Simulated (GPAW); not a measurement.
A run of GPAW 26.7.0 is set up as follows.

File run.py:

```python
from ase.calculators.mixing import SumCalculator
from ase.eos import EquationOfState
from ase.io import Trajectory, read
from ase.units import GPa
from dftd3.ase import DFTD3
from gpaw import GPAW, PW, setup_paths

setup_paths.insert(0, '.')

atoms = read('GaP.cif')

traj = Trajectory('eos.traj', 'w')
volumes, energies = [], []
for x in [0.94, 0.96, 0.98, 1.0, 1.02, 1.04, 1.06]:
    a = atoms.copy()
    a.set_cell(atoms.cell * x**(1 / 3), scale_atoms=True)
    calc = GPAW(mode=PW(600),
                xc='GGA_X_PW91+GGA_C_PW91',
                kpts={'size': (8, 8, 8), 'gamma': True},
                occupations={'name': 'fermi-dirac', 'width': 0.05},
                nbands=11,
                convergence={'density': 1e-05, 'energy': 1e-05},
                maxiter=150,
                txt=f'eos-{x:.2f}.txt')
    a.calc = SumCalculator([calc, DFTD3(method='pw91', damping='d3bj')])
    energies.append(a.get_potential_energy())
    volumes.append(a.get_volume())
    p = -a.get_stress()[:3].mean() / GPa
    calc.write(f'eos-{x:.2f}.gpw')
    traj.write(a)
    print(f'{x:.2f} {volumes[-1]:10.4f} A^3 {energies[-1]:14.6f} eV {p:9.3f} GPa', flush=True)

v0, e0, B = EquationOfState(volumes, energies, eos='birchmurnaghan').fit()
print(f'V0 = {v0:.4f} A^3, E0 = {e0:.6f} eV, B0 = {B / GPa:.2f} GPa')
```

Contents of GaP.cif:

```cif
data_GaP
_cell_length_a 3.85408551
_cell_length_b 3.85408551
_cell_length_c 3.85408551
_cell_angle_alpha 60.00000000
_cell_angle_beta 60.00000000
_cell_angle_gamma 60.00000000
_space_group_name_H-M_alt 'P1'
_space_group_name_Hall 'P 1'
_space_group_IT_number 1
loop_
_space_group_symop_operation_xyz
'x,y,z'
loop_
_atom_site_label
_atom_site_type_symbol
_atom_site_symmetry_multiplicity
_atom_site_Wyckoff_symbol
_atom_site_fract_x
_atom_site_fract_y
_atom_site_fract_z
_atom_site_occupancy
Ga1 Ga 1 a 0.0000000000 0.0000000000 0.0000000000 1
P1 P 1 a 0.7500000000 0.7500000000 0.7500000000 1
```

Potentials or basis: PAW data sets generated in the run's folder for this functional, pw.

The run is started by

```bash
$ gpaw-setup -f GGA_X_PW91+GGA_C_PW91 Ga P
$ OMP_NUM_THREADS=1 python run.py
```

(1) Predict the pressure derivative of the bulk modulus.

(2) Predict the equilibrium volume.

(3) What does it give for the bulk modulus?

## Answers

(1) 4.6.

(2) 20.83 Å³/atom.

(3) 84 GPa.

Caveat: the data sets keep Ga 3d, Li 1s and Be 1s frozen, and some such compounds lay over 1.5 % in volume off other programs.

**Measured values to compare with.**

From “Phosphorous dimerization in GaP at high pressure”, 2017, arxiv:1709.06667, for a bulk crystal of GaP: bulk modulus 87.5 ± 0.6 GPa.

Measured bulk modulus of GaP: 87.5 GPa (“Phosphorous dimerization in GaP at high pressure”, 2017, arxiv:1709.06667). This calculation gives 84 GPa (-4.4 %). The fit is for a static lattice scaled at fixed shape and fixed fractional positions.
